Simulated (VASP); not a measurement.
# Na2S (Fm-3m) in VASP: further runs

The runs below take Na2S through single point, with r2SCAN, LDA.

Everything below comes from runs of VASP 6.6.1. Logs are shortened: lines on timing, memory, paths and dates and some standing lists are left out, and cuts for length are marked.

**1. The crystal as given**

The structure is cubic, space group Fm-3m (No. 225). The conventional cell has a = 6.596 Å, b = 6.596 Å, c = 6.596 Å, α = 90.00°, β = 90.00°, γ = 90.00°. Around Na (site symmetry -43m) lie 4 S at 2.86 Å. S (site symmetry m-3m) is surrounded by 8 Na at 2.86 Å.

The cell was built by a generator and needn't be a form met in nature.

**2. Single point, r2SCAN**

INCAR reads:

```
SYSTEM = Na2S
PREC = Accurate ; ENCUT = 520
EDIFF = 1E-6 ; ISMEAR = -1
SIGMA = 0.1 ; LREAL = .False.
LASPH = .True. ; NELM = 100
ALGO = Normal ; ISIF = 2
LWAVE = .False. ; LCHARG = .False.
METAGGA = R2SCAN ; LMIXTAU = .True.
NBANDS = 17
```

KPOINTS reads:

```
regular mesh
0
Gamma
  5 5 5
  0 0 0
```

POSCAR reads:

```
Na2S
1.0
    0.0000000000      3.2979090000      3.2979090000
    3.2979090000      0.0000000000      3.2979090000
    3.2979090000      3.2979090000      0.0000000000
Na S
2 1
Direct
    0.2500000000      0.2500000000      0.2500000000
    0.7500000000      0.7500000000      0.7500000000
    0.0000000000      0.0000000000      0.0000000000
```

Potentials or basis: VASP PAW PBE potentials, release 64 (Na_pv, S).

Launch:

```console
> cat potpaw_PBE.64/Na_pv/POTCAR potpaw_PBE.64/S/POTCAR > POTCAR
> mpirun -np 1 vasp_std > vasp.out
```

OUTCAR:

```text
SYSTEM = Na2S
   PREC = Accurate
   ENCUT = 520
   EDIFF = 1E-6
   ISMEAR = -1
   LREAL = .False.
   LASPH = .True.
   NELM = 100
   ISIF = 2
   METAGGA = R2SCAN

 ion  position               nearest neighbor table
   1  0.250  0.250  0.250-
   2  0.750  0.750  0.750-
   3  0.000  0.000  0.000-

  LATTYP: Found a face centered cubic cell.
 ALAT       =     6.5958180000

  Lattice vectors:

 A1 = (   0.0000000000,   3.2979090000,   3.2979090000)
 A2 = (   3.2979090000,   0.0000000000,   3.2979090000)
 A3 = (   3.2979090000,   3.2979090000,   0.0000000000)

Analysis of symmetry for initial positions (statically):
=====================================================================
 Subroutine PRICEL returns:
 Original cell was already a primitive cell.

 Routine SETGRP: Setting up the symmetry group for a
 face centered cubic supercell.

 Subroutine GETGRP returns: Found 48 space group operations
 (whereof 48 operations were pure point group operations)
 out of a pool of 48 trial point group operations.

The static configuration has the point symmetry O_h .

Analysis of symmetry for dynamics (positions and initial velocities):
=====================================================================
 Subroutine PRICEL returns:
 Original cell was already a primitive cell.

 Routine SETGRP: Setting up the symmetry group for a
 face centered cubic supercell.

 Subroutine GETGRP returns: Found 48 space group operations
 (whereof 48 operations were pure point group operations)
 out of a pool of 48 trial point group operations.

The dynamic configuration has the point symmetry O_h .

 Subroutine INISYM returns: Found 48 space group operations
 (whereof 48 operations are pure point group operations),
 and found     1 'primitive' translations

----------------------------------------------------------------------------------------

                                     Primitive cell

  volume of cell :      71.7375

  direct lattice vectors                    reciprocal lattice vectors
     0.000000000  3.297909000  3.297909000    -0.151611218  0.151611218  0.151611218
     3.297909000  0.000000000  3.297909000     0.151611218 -0.151611218  0.151611218
     3.297909000  3.297909000  0.000000000     0.151611218  0.151611218 -0.151611218

  length of vectors
     4.663947635  4.663947635  4.663947635     0.262598332  0.262598332  0.262598332

  position of ions in fractional coordinates (direct lattice)
     0.250000000  0.250000000  0.250000000
     0.750000000  0.750000000  0.750000000
     0.000000000  0.000000000  0.000000000

  ion indices of the primitive-cell ions
   primitive index   ion index
                 1           1
                 2           2
                 3           3

----------------------------------------------------------------------------------------

 KPOINTS: regular mesh

Automatic generation of k-mesh.
 Grid dimensions read from file:
 generate k-points for:    5    5    5

 Generating k-lattice:

  Cartesian coordinates                     Fractional coordinates (reciprocal lattice)
    -0.030322244  0.030322244  0.030322244     0.200000000  0.000000000  0.000000000
     0.030322244 -0.030322244  0.030322244     0.000000000  0.200000000  0.000000000
     0.030322244  0.030322244 -0.030322244     0.000000000  0.000000000  0.200000000

  Length of vectors
     0.052519666  0.052519666  0.052519666

  Shift w.r.t. Gamma in fractional coordinates (k-lattice)
     0.000000000  0.000000000  0.000000000

 Subroutine IBZKPT returns following result:
 ===========================================

 Found     10 irreducible k-points:

 Following reciprocal coordinates:
            Coordinates               Weight
  0.000000  0.000000  0.000000      1.000000
  0.200000  0.000000  0.000000      8.000000
  0.400000  0.000000  0.000000      8.000000
  0.200000  0.200000  0.000000      6.000000
  0.400000  0.200000  0.000000     24.000000
 -0.400000  0.200000  0.000000     24.000000
 -0.200000  0.200000  0.000000     12.000000
  0.400000  0.400000  0.000000      6.000000
 -0.400000  0.400000  0.000000     12.000000
 -0.400000  0.400000  0.200000     24.000000
   k-points           NKPTS =     10   k-points in BZ     NKDIM =     10   number of bands    NBANDS=     17
   number of dos      NEDOS =    301   number of ions     NIONS =      3
   total plane-waves  NPLWV =  46656
   dimension x,y,z NGX =    36 NGY =   36 NGZ =   36
   dimension x,y,z NGXF=    72 NGYF=   72 NGZF=   72
   ions per type =               2   1
   NGX,Y,Z   is equivalent  to a cutoff of  12.83, 12.83, 12.83 a.u.
   NGXF,Y,Z  is equivalent  to a cutoff of  25.66, 25.66, 25.66 a.u.
 SYSTEM =  Na2S
   PREC   = accura    normal or accurate (medium, high low for compatibility)
   ISTART =      0    job   : 0-new  1-cont  2-samecut
   ICHARG =      2    charge: 1-file 2-atom 10-const
   ISPIN  =      1    spin polarized calculation?
   LNONCOLLINEAR =      F non collinear calculations
   LSORBIT =      F    spin-orbit coupling
   LASPH  =      T    aspherical Exc in radial PAW
   ENCUT  =  520.0 eV  38.22 Ry    6.18 a.u.   8.67  8.67  8.67*2*pi/ulx,y,z
   NELM   =    100;   NELMIN=  2; NELMDL= -5     # of ELM steps
   EDIFF  = 0.1E-05   stopping-criterion for ELM
   LREAL  =      F    real-space projection
   EDIFFG = 0.1E-04   stopping-criterion for IOM
   NSW    =      0    number of steps for IOM
   IBRION =     -1    ionic relax: 0-MD 1-quasi-New 2-CG
   NFREE  =      0    steps in history (QN), initial steepest desc. (CG)
   ISIF   =      2    stress and relaxation
   ISYM   =      2    0-nonsym 1-usesym 2-fastsym
   POTIM  = 0.5000    time-step for ionic-motion
   TEBEG  =    0.0;   TEEND  =   0.0 temperature during run
   PSTRESS=    0.0 pullay stress
   NELECT =      20.0000    total number of electrons
   NUPDOWN=      -1.0000    fix difference up-down
   EMIN   =  10.00;   EMAX   =-10.00  energy-range for DOS
   EFERMI =   0.00;   METHOD = LEGACY
   ISMEAR =    -1;   SIGMA  =   0.10  broadening in eV -4-tet -1-fermi 0-gaus
   EFERMI_NEDOS =   21; number of points for ismear=-14 and -15
   IALGO  =     38    algorithm
   IMIX   =      4    mixing-type and parameters
     AMIX     =   0.40;   BMIX     =  1.00
     AMIX_MAG =   1.60;   BMIX_MAG =  1.00
  volume/ion in A,a.u.               =      23.91       161.37
  Fermi-wavevector in a.u.,A,eV,Ry     =   1.069472  2.021009 15.561946  1.143771
  Thomas-Fermi vector in A             =   2.205153
   LORBIT       =      0    0 simple, 1 ext, 2 COOP (PROOUT), +10 PAW based schemes
   METAGGA = R2SCAN    functional components
   LHFCALC =     F    Hartree Fock is set to
   AEXX    =    0.0000 exact exchange contribution
   IVDW    =     0    specifies the selected vdW correction
   LEPSILON=     F    determine dielectric tensor
   LRPA    =     F    only Hartree local field effects (RPA)
 non-spin polarized calculation
  energy-cutoff  :      520.00
  volume of cell :       71.74
 maximum number of plane-waves:      1944
   NGX = 17   NGY = 17   NGZ = 17

 number of electron      20.0000005 magnetization

 Free energy of the ion-electron system (eV)
  ---------------------------------------------------
  ext. energy  EPLUGINS =         0.00000000
  ---------------------------------------------------
  free energy    TOTEN  =       -18.95291363 eV

  energy without entropy =      -18.95291352  energy(sigma->0) =      -18.95291357

 E-fermi :   1.4346     XC(G=0):  -8.1606

 val. band max:       -0.2309170277   @ k =   0.0000   0.0000   0.0000
 cond. band min:       2.7465077351   @ k =   0.0000   0.0000   0.0000
 fundamental gap:      2.9774247627
 Fermi energy:         1.4345850434

 k-point     1 :       0.0000    0.0000    0.0000
  band No.  band energies     occupation
      1     -23.3454      2.00000
      2     -23.3451      2.00000
      3     -23.3451      2.00000
      4     -23.2996      2.00000
      5     -23.2992      2.00000
      6     -23.2992      2.00000
[... 9 lines left out ...]
     16       9.5383      0.00000
     17      11.4790      0.00000

 k-point     2 :       0.2000    0.0000    0.0000
  band No.  band energies     occupation
      1     -23.3423      2.00000
      2     -23.3413      2.00000
      3     -23.3410      2.00000
      4     -23.3058      2.00000
      5     -23.3042      2.00000
      6     -23.3039      2.00000
[... 9 lines left out ...]
     16       9.1870      0.00000
     17      10.7034      0.00000

 k-point     3 :       0.4000    0.0000    0.0000
  band No.  band energies     occupation
      1     -23.3343      2.00000
      2     -23.3303      2.00000
      3     -23.3300      2.00000
      4     -23.3199      2.00000
      5     -23.3160      2.00000
      6     -23.3157      2.00000
[... 9 lines left out ...]
     16      10.7466      0.00000
     17      11.0996      0.00000

 k-point     4 :       0.2000    0.2000    0.0000
  band No.  band energies     occupation
      1     -23.3487      2.00000
      2     -23.3485      2.00000
      3     -23.3252      2.00000
      4     -23.3232      2.00000
      5     -23.2972      2.00000
      6     -23.2970      2.00000
[... 9 lines left out ...]
     16      10.0774      0.00000
     17      12.3300      0.00000

 k-point     5 :       0.4000    0.2000    0.0000
  band No.  band energies     occupation
      1     -23.3479      2.00000
      2     -23.3465      2.00000
      3     -23.3421      2.00000
      4     -23.3088      2.00000
      5     -23.3010      2.00000
      6     -23.3004      2.00000
[... 9 lines left out ...]
     16      11.3474      0.00000
     17      11.9006      0.00000

 k-point     6 :      -0.4000    0.2000    0.0000
  band No.  band energies     occupation
      1     -23.3538      2.00000
      2     -23.3377      2.00000
      3     -23.3350      2.00000
      4     -23.3138      2.00000
      5     -23.3118      2.00000
      6     -23.2971      2.00000
[... 9 lines left out ...]
     16      10.5753      0.00000
     17      12.2195      0.00000

 k-point     7 :      -0.2000    0.2000    0.0000
  band No.  band energies     occupation
      1     -23.3525      2.00000
      2     -23.3291      2.00000
      3     -23.3272      2.00000
      4     -23.3217      2.00000
      5     -23.3186      2.00000
      6     -23.2950      2.00000
[... 9 lines left out ...]
     16      11.0500      0.00000
     17      11.7489      0.00000

 k-point     8 :       0.4000    0.4000    0.0000
  band No.  band energies     occupation
      1     -23.3616      2.00000
      2     -23.3541      2.00000
      3     -23.3539      2.00000
      4     -23.2937      2.00000
      5     -23.2935      2.00000
      6     -23.2929      2.00000
[... 9 lines left out ...]
     16      11.6058      0.00000
     17      12.6065      0.00000

 k-point     9 :      -0.4000    0.4000    0.0000
  band No.  band energies     occupation
      1     -23.3659      2.00000
      2     -23.3506      2.00000
      3     -23.3497      2.00000
      4     -23.2987      2.00000
      5     -23.2981      2.00000
      6     -23.2884      2.00000
[... 9 lines left out ...]
     16      11.4172      0.00000
     17      13.1132      0.00000

 k-point    10 :      -0.4000    0.4000    0.2000
  band No.  band energies     occupation
      1     -23.3602      2.00000
      2     -23.3556      2.00000
      3     -23.3329      2.00000
      4     -23.3153      2.00000
      5     -23.2950      2.00000
      6     -23.2916      2.00000
[... 9 lines left out ...]
     16      10.8289      0.00000
     17      12.9980      0.00000

------------------------ aborting loop because EDIFF is reached ----------------------------------------

  FORCE on cell =-STRESS in cart. coord.  units (eV):
  Direction    XX          YY          ZZ          XY          YZ          ZX
  --------------------------------------------------------------------------------------
  -------------------------------------------------------------------------------------
  Total       -0.5675839     -0.5675839     -0.5675839      0.0000000     -0.0000000     -0.0000000
  in kB      -12.6763622    -12.6763622    -12.6763622      0.0000000     -0.0000000     -0.0000000
  external PRESSURE =     -12.6763622 kB  Pullay stress =       0.0000000 kB

 VOLUME and BASIS-vectors are now :
 -----------------------------------------------------------------------------
  energy-cutoff  :      520.00
  volume of cell :       71.74
      direct lattice vectors                 reciprocal lattice vectors
     0.000000000  3.297909000  3.297909000    -0.151611218  0.151611218  0.151611218
     3.297909000  0.000000000  3.297909000     0.151611218 -0.151611218  0.151611218
     3.297909000  3.297909000  0.000000000     0.151611218  0.151611218 -0.151611218

 POSITION                                       TOTAL-FORCE (eV/Angst)
 -----------------------------------------------------------------------------------
      1.64895      1.64895      1.64895         0.000000      0.000000     -0.000000
      4.94686      4.94686      4.94686         0.000000     -0.000000      0.000000
      0.00000      0.00000      0.00000        -0.000000      0.000000     -0.000000
 -----------------------------------------------------------------------------------
    total drift:                                0.000000      0.000000      0.000000

  FREE ENERGIE OF THE ION-ELECTRON SYSTEM (eV)
  ---------------------------------------------------
  free  energy   TOTEN  =       -18.9529136272 eV

  energy  without entropy=      -18.9529135215  energy(sigma->0) =      -18.95291357
```

Run time: 94 s. Hardware: 1 thread of AMD EPYC 7R13 (Zen 3), shared host; peak memory 0.17 GiB.

Results:

```
Free energy            : -18.9529 eV
Pressure               : -1.3 GPa
Band gap on the k mesh : 2.98 eV, direct
```

Caveat: the PAW data sets were made with another functional, which shifts forces and pressure a little. r2SCAN opens gaps a little over a GGA but as a rule still falls short of measured ones.

(Continued in part 2 of 2.)
